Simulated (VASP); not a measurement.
Write the native input for VASP 6.6.1 that does the following.

* Task: relaxation of cell and atoms
* Functional: PBEsol
* Potentials or basis: VASP PAW PBE potentials, release 64 (Cd, S)
* Cutoff: 600 eV
* k mesh: 8 × 8 × 8
* Occupations: gaussian, width 0.03 eV
* Spin: no spin polarisation
* Further INCAR settings: ALGO = Normal; EDIFF = 1e-07; IBRION = 2; EDIFFG = -0.005; NSW = 90; ISIF = 3

The structure of CdS lies in POSCAR:

```
CdS                                     
1.0
    0.0000000000      2.9184609125      2.9184609125
    2.9184609125      0.0000000000      2.9184609125
    2.9184609125      2.9184609125      0.0000000000
  Cd              S             
     1     1
Direct
     0.0000000000000000    1.0000000000000000    1.0000000000000000
     0.2500000000000000    0.2500000000000000    0.2500000000000000
```

The input as run:

INCAR

```
SYSTEM = CdS
  ALGO = Normal
  EDIFF = 1E-7
  EDIFFG = -0.005
  ENCUT = 600
  GGA = PS
  IBRION = 2
  ISIF = 3
  ISMEAR = 0
  LASPH = .True.
  LCHARG = .False.
  LREAL = .False.
  LWAVE = .False.
  NELM = 80
  NSW = 90
  PREC = Accurate
  SIGMA = 0.03
```

KPOINTS

```
k-points
0
Gamma
  8 8 8
  0 0 0
```

Potentials or basis: VASP PAW PBE potentials, release 64 (Cd, S).

The run is started by

```console
$ cat potpaw_PBE.64/Cd/POTCAR potpaw_PBE.64/S/POTCAR > POTCAR
$ mpirun -np 1 vasp_std > vasp.out
```

Results of the run:

```json
{
 "Relaxed volume": "24.84 Å³/atom",
 "Relaxed cell": "a = 4.126 Å, b = 4.126 Å, c = 4.126 Å, α = 60.00°, β = 60.00°, γ = 60.00°",
 "Space group after relaxing (to 0.05 Å)": "F-43m (No. 216)",
 "Energy gained by relaxing": "0.0 meV/atom",
 "Ionic steps": "2",
 "Pressure after relaxing": "0.0 GPa",
 "Band gap on the k mesh": "1.01 eV, direct"
}
```

Caveat: the PAW data sets were made with another functional, which shifts forces and pressure a little.

Wall time 55 s on 1 thread of AMD EPYC 7R13 Processor (Zen 3), with other jobs on the host, peak memory 0.19 GiB.
